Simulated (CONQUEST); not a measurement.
Ag:

```
Ag
1.0
     2.88888    0.00000    0.00000
     0.00000    2.88888    0.00000
     0.00000    0.00000    4.08550
Ag
2
Direct
  0.00000 0.00000 0.00000
  0.50000 0.50000 0.50000
```

| Quantity | Value |
| --- | --- |
| Program | CONQUEST 1.3 |
| Task | single point |
| Functional | PBE |
| Potentials or basis | PseudoDojo NC PBE, DZP, grid cutoff 120 Ha |
| k mesh | 9 × 9 × 7 |
| Occupations | fermi-dirac, width 0.05 eV |
| Spin | no spin polarisation |

On this cell: pressure 5.0 GPa; largest force zero by symmetry; band gap on the k mesh none (metal or under the smearing width).

The same run follows on a disturbed copy (atoms of the box moved at random, drawn with an rms of 0.05 Å):

```
Ag
1.0
     2.88888    0.00000    0.00000
     0.00000    2.88888    0.00000
     0.00000    0.00000    4.08550
Ag
2
Direct
  0.00700 0.98948 0.98922
  0.50481 0.50074 0.49597
```

Task: What changes?

Result: The energy (extrapolated to zero smearing) moves by +2.6 meV/atom; pressure 5.6 GPa; largest force 0.214 eV/Å; band gap on the k mesh none (metal or under the smearing width).

Forces on the atoms (eV/Å):
```
Ag  -0.015  0.082  0.197
Ag   0.034 -0.091 -0.146
```

The forces don't sum to zero, so they hold noise of the program's grid.

Caveats: the basis of atomic orbitals isn't converged, which shifts pressures, moduli and gaps; the real-space grid breaks the cell's symmetry a little (some runs); the box holds several primitive cells, so bands are folded and the points are those of the box's own zone (some runs).
